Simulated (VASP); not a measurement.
# SrO, vacuum levels of a slab or layer: which settings are enough?

SrO, slab, 4 atoms in the cell. PBE; PAW potentials Sr_sv, O (PBE set). VASP 6.6.1.

Wanted: face levels within 0.04 eV; energy within 2 meV/atom; forces within 0.02 eV/Å.

Crystal: SrO, Fm-3m; Face: (1 1 1); Atomic planes: 4; Dipole correction: yes.

Face levels: vacuum level at each face, counted from the Fermi level.

POSCAR:
```
SrO
1.0
    3.6797061721      0.0000000000      0.0000000000
   -1.8398530861      3.1867190236      0.0000000000
    0.0000000000      0.0000000000     19.5067012617
Sr O
2 2
Direct
    0.1666666667      0.5833333333      0.3844832552
    0.8333333333      0.9166666667      0.5385055816
    0.5000000000      0.2500000000      0.4614944184
    0.1666666667      0.5833333333      0.6155167448
```

The series start from vacuum (Å): 15; correction: LDIPOL, IDIPOL 3, DIPOL, AMIN 0.01; k spacing (1/Å): 0.3; Cutoff ENCUT (eV): 525; SCF threshold EDIFF (eV): 1e-6; PREC: Accurate; ALGO: Normal. Each series keeps the choices made before it, and each single choice may use up half of a tolerance.

## Vacuum (Å)

| Vacuum (Å) | Face levels, largest deviation (eV) | Energy less reference (meV/atom) | Forces, largest deviation (eV/Å) | SCF iterations | Time (s) |
|---|---|---|---|---|---|
| 6 | 1.161 | 23.7 | 0.114 | 26 | 14 |
| 8 | 0.274 | 3.3 | 0.016 | 25 | 16 |
| 10 | 0.058 | 0.5 | 0.002 | 28 | 19 |
| 12 | 0.033 | 0.1 | 0.001 | 33 | 31 |
| 15 | 0.002 | 0.0 | 0.000 | 38 | 32 |
| 20 | 0.001 | 0.0 | 0.001 | 46 | 64 |
| 25 (reference) | 0.000 | 0.0 | 0.000 | 50 | 72 |

Chosen: 15, the loosest value from which every tighter one stays within half of the tolerance.

## Correction

| Correction | Face levels, largest deviation (eV) | Energy less reference (meV/atom) | Forces, largest deviation (eV/Å) | SCF iterations | Time (s) |
|---|---|---|---|---|---|
| LDIPOL, IDIPOL 3, DIPOL, AMIN 0.01 | 0.000 | 0.0 | 0.000 | 38 | 32 |
| LDIPOL, default AMIN | 0.003 | 0.0 | 0.000 | 35 | 38 |
| LDIPOL, no DIPOL | no result | no result | no result | 150 | 228 |
| IDIPOL 3 alone (energy only) | 2.657 | 12.5 | 0.039 | 28 | 70 |
| kernel truncation, coarsened | 0.104 | -0.1 | 0.000 | 35 | 111 |
| kernel truncation, full padding | 0.003 | -0.1 | 0.001 | 36 | 112 |

Chosen: LDIPOL, IDIPOL 3, DIPOL, AMIN 0.01; no other choice that stays within half of the tolerance saves 30 % of the time.

## k spacing (1/Å)

| k spacing (1/Å) | Face levels, largest deviation (eV) | Energy less reference (meV/atom) | Forces, largest deviation (eV/Å) | SCF iterations | Time (s) |
|---|---|---|---|---|---|
| 0.6 | 0.337 | -2.2 | 0.179 | 39 | 48 |
| 0.45 | 0.121 | 3.9 | 0.061 | 39 | 50 |
| 0.3 | 0.082 | -1.5 | 0.031 | 38 | 32 |
| 0.22 | 0.046 | -0.3 | 0.028 | 38 | 58 |
| 0.16 (reference) | 0.000 | 0.0 | 0.000 | 36 | 79 |

Chosen: 0.16; the next looser run is off by more than half of the tolerance, so convergence isn't shown beyond this value.

## Cutoff ENCUT (eV)

| Cutoff ENCUT (eV) | Face levels, largest deviation (eV) | Energy less reference (meV/atom) | Forces, largest deviation (eV/Å) | SCF iterations | Time (s) |
|---|---|---|---|---|---|
| 320 | 0.063 | -37.7 | 0.029 | 36 | 40 |
| 400 | 0.010 | -3.6 | 0.006 | 37 | 48 |
| 460 | 0.002 | 0.7 | 0.001 | 35 | 65 |
| 525 | 0.004 | 1.7 | 0.001 | 36 | 79 |
| 600 | 0.002 | 1.2 | 0.001 | 37 | 152 |
| 725 (reference) | 0.000 | 0.0 | 0.000 | 37 | 124 |

Chosen: 725; the next looser run is off by more than half of the tolerance, so convergence isn't shown beyond this value.

## SCF threshold EDIFF (eV)

| SCF threshold EDIFF (eV) | Face levels, largest deviation (eV) | Energy less reference (meV/atom) | Forces, largest deviation (eV/Å) | SCF iterations | Time (s) |
|---|---|---|---|---|---|
| 0.001 | 0.496 | 0.0 | 0.028 | 20 | 77 |
| 0.0001 | 0.355 | 0.1 | 0.063 | 23 | 114 |
| 1e-5 | 0.016 | 0.0 | 0.000 | 31 | 100 |
| 1e-6 | 0.000 | 0.0 | 0.000 | 37 | 124 |
| 1e-7 (reference) | 0.000 | 0.0 | 0.000 | 38 | 134 |

Chosen: 1e-5.

## PREC

| PREC | Face levels, largest deviation (eV) | Energy less reference (meV/atom) | Forces, largest deviation (eV/Å) | SCF iterations | Time (s) |
|---|---|---|---|---|---|
| Accurate | 0.000 | 0.0 | 0.000 | 31 | 100 |
| Normal | 0.007 | 0.0 | 0.001 | 31 | 58 |

Chosen: Normal, the fastest of those that stay within half of the tolerance.

## ALGO

| ALGO | Face levels, largest deviation (eV) | Energy less reference (meV/atom) | Forces, largest deviation (eV/Å) | SCF iterations | Time (s) |
|---|---|---|---|---|---|
| Normal | 0.000 | 0.0 | 0.000 | 31 | 58 |
| Fast | 0.005 | 0.0 | 0.007 | 29 | 69 |
| All | 0.013 | 0.0 | 0.010 | 59 | 160 |

Chosen: Normal.

## All choices together

| Input | Face levels, largest deviation (eV) | Energy less reference (meV/atom) | Forces, largest deviation (eV/Å) | Time (s) |
|---|---|---|---|---|
| starting input without the dipole correction (naive) | 2.658 | -19.8 | 0.066 | 25 |
| chosen settings | 0.010 | 0.0 | 0.001 | 58 |
| reference settings throughout | 0.000 | 0.0 | 0.000 | 340 |

The chosen settings stay within the tolerance of the reference run, but the reference itself isn't shown to be converged in: k spacing (1/Å), Cutoff ENCUT (eV).

Values of the reference run: Face levels: 9.007, 3.539 eV.

## The input

INCAR:
```
SYSTEM = SrO
PREC     = Normal         ! precision mode
ENCUT    = 725            ! plane-wave cutoff, eV
EDIFF    = 1E-5           ! SCF threshold, eV
ISMEAR   = 0              ! smearing method
SIGMA    = 0.1            ! smearing width, eV
LREAL    = .FALSE.        ! projectors in reciprocal space
LASPH    = .TRUE.         ! aspherical terms in the spheres
ALGO     = Normal         ! electronic algorithm
NELM     = 150            ! most SCF steps
LWAVE    = .FALSE.        ! write WAVECAR
LCHARG   = .FALSE.        ! write CHGCAR
GGA      = PE             ! functional
KPAR     = 4            
LVHAR    = .TRUE.       
LVACPOTAV= .TRUE.       
LDIPOL   = .TRUE.       
IDIPOL   = 3            
DIPOL    = 0.5 0.5 0.5  
AMIN     = 0.01          
```

KPOINTS:
```
Automatic mesh
0
Gamma
  13 13 1
  0 0 0
```

Commands:
```
cat potpaw_PBE.64/Sr_sv/POTCAR potpaw_PBE.64/O/POTCAR > POTCAR
mpirun -np 4 vasp_std > vasp.out
```

The chosen input took VASP 6.6.1 58 s on 4 cores (Intel Xeon Platinum 8488C (Sapphire Rapids)), a shared host.

## An input that fails: centre for the dipole put into the vacuum's far side

The electronic loop stops at its limit of 150 steps.

Changes against the starting input:
```
- DIPOL = 0.5 0.5 0.5
+ DIPOL = 0.5 0.5 0.0
```
